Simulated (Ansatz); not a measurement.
Input of an Ansatz 0.2.0 run:

input.yaml

```yaml
crystal:
  lattice:
    - [-1.58422, 1.58422, 1.58422]
    - [1.58422, -1.58422, 1.58422]
    - [1.58422, 1.58422, -1.58422]
  atoms:
    - { symbol: Pt, position: [0.0, 0.0, 0.0] }
hamiltonian:
  xc: revpbe
  pseudopotentials: { kind: paw }
kpoints:
  mp_grid: { grid: [12, 12, 12] }
  band_path:
    path:
      - [[0.0, 0.0, 0.0], [0.5, -0.5, 0.5], [0.0, 0.0, 0.5], [0.0, 0.0, 0.0], [0.25, 0.25, 0.25], [0.5, -0.5, 0.5]]
      - [[0.25, 0.25, 0.25], [0.0, 0.0, 0.5]]
    npoints: 14
scf:
  occupations: { method: fermi_dirac, width: 0.05 }
  n_extra_bands: 6
output:
  forces: true
  stress: true
  eigenvalues: true
  fatbands: false
```

Potentials or basis: Ansatz PAW.

Command:

```bash
$ ansatz run input.yaml --threads 2 --pin off --max-ram 5632MiB --backend cpu --events-out ev --progress --plain --runs-dir out
```

(1) What does it give for the pressure?

(2) What does it give for the band gap on the k mesh?

Answers

(1) 1.6 GPa.

(2) none (metal or under the smearing width).

Caveat: spin-orbit coupling is left out, which moves the levels of the heavy elements; the PAW data sets come from PBE, with cores solved anew for the run's functional, which leaves a small shift of forces and pressure.
